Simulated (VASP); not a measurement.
The system is W2C.

```
W C
1.0
     3.07005    0.00000    0.00000
    -1.53502    2.65874    0.00000
     0.00000    0.00000    4.67843
W C
2 1
Direct
  0.66667 0.33333 0.25367
  0.33333 0.66667 0.74633
  0.00000 0.00000 0.00000
```

The cell comes from a database or a generator and needn't be the stable form of this composition.

| Property | Result |
| --- | --- |
| Program | VASP 6.6.1 |
| Task | relaxation of cell and atoms |
| Functional | BLYP |
| Dispersion | D3(BJ) |
| Potentials or basis | VASP PAW PBE potentials, release 64 (W_sv, C) |
| Cutoff | 600 eV |
| k mesh | 10 × 10 × 6 |
| Occupations | gaussian, width 0.05 eV |
| Spin | no spin polarisation |

At the start: pressure -4.4 GPa; volume 12.73 Å³/atom.

**Question.** How do energy, volume and symmetry change on relaxing?

**Answer.** Over 5 steps the energy falls by 8.4 meV/atom and the volume is 12.48 Å³/atom (-1.9 %); space group P-3m1 (No. 164, to 0.05 Å).

The path:
| step | energy change (eV) | largest force (eV/Å) | pressure (GPa) | volume (Å³) |
| --- | --- | --- | --- | --- |
| 1 | 0.0000 | 0.5549 | -4.41 | 38.19 |
| 2 | -0.0237 | 0.0674 | -0.93 | 37.59 |
| 3 | -0.0242 | 0.0135 | 0.12 | 37.49 |
| 4 | -0.0249 | 0.0492 | -0.16 | 37.48 |
| 5 | -0.0253 | 0.0124 | -0.10 | 37.45 |

Final structure:
```
W C
1.0
     3.03591    0.00000    0.00000
    -1.51796    2.62918    0.00000
     0.00000    0.00000    4.69207
W C
2 1
Direct
  0.66667 0.33333 0.25953
  0.33333 0.66667 0.74047
  0.00000 0.00000 0.00000
```

Caveat: the PAW data sets were made with another functional, which shifts forces and pressure a little; pairwise dispersion overbinds metals, which lowers pressure and volume.
